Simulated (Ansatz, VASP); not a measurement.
One calculation of Rh, two programs

Contents of INCAR:

```
SYSTEM = Rh
  PREC = Accurate
  ENCUT = 600
  EDIFF = 1E-6
  ISMEAR = -1
  SIGMA = 0.05
  LREAL = .False.
  LASPH = .True.
  NELM = 100
  ALGO = Normal
  ISIF = 3
  LWAVE = .False.
  LCHARG = .False.
  GGA = PE
  IBRION = 2
  NSW = 45
  EDIFFG = -0.005
```

The input KPOINTS:

```
Automatic mesh
0
Gamma
  19 19 19
  0 0 0
```

Contents of POSCAR:

```
Rh
1.0
   -1.5352343137      1.5352343137      1.5352343137
    1.5352343137     -1.5352343137      1.5352343137
    1.5352343137      1.5352343137     -1.5352343137
Rh
1
Direct
    0.0000000000      0.0000000000      0.0000000000
```

Input for Ansatz:

```yaml
crystal:
  lattice:
    - [-1.5352343137, 1.5352343137, 1.5352343137]
    - [1.5352343137, -1.5352343137, 1.5352343137]
    - [1.5352343137, 1.5352343137, -1.5352343137]
  atoms:
    - { symbol: Rh, position: [0.0, 0.0, 0.0] }
kpoints:
  mp_grid: { grid: [19, 19, 19] }
scf:
  occupations: { method: fermi_dirac, width: 0.05 }
hamiltonian:
  xc: pbe
  pseudopotentials: { kind: all_electron, lapw: { basis_error: 0.0005 } }
output:
  forces: true
  stress: true
  eigenvalues: true
  populations: true
relax:
  f_tol: 0.005
  max_steps: 25
  cell: {}
```

Alike in both runs: task relaxation of cell and atoms; functional PBE; k mesh 19 × 19 × 19; occupations fermi-dirac, width 0.05 eV; no spin polarisation.

|  | VASP | Ansatz |
| --- | --- | --- |
| version | VASP 6.6.1 | Ansatz 0.2.0 |
| potentials or method | VASP PAW PBE potentials, release 64 (Rh_pv) | all-electron LAPW, scalar-relativistic |
| plane-wave cutoff (eV) | 600 | see its input |

```csv
,VASP,Ansatz,Ansatz less VASP
relaxed volume (Å³/atom),14.47,14.47,+0.002
relaxed cell length with the largest relative difference (Å),2.659,2.659,+0.0001
```

Ansatz ran all-electron here, so the differences hold the error of VASP's frozen core and of both bases.
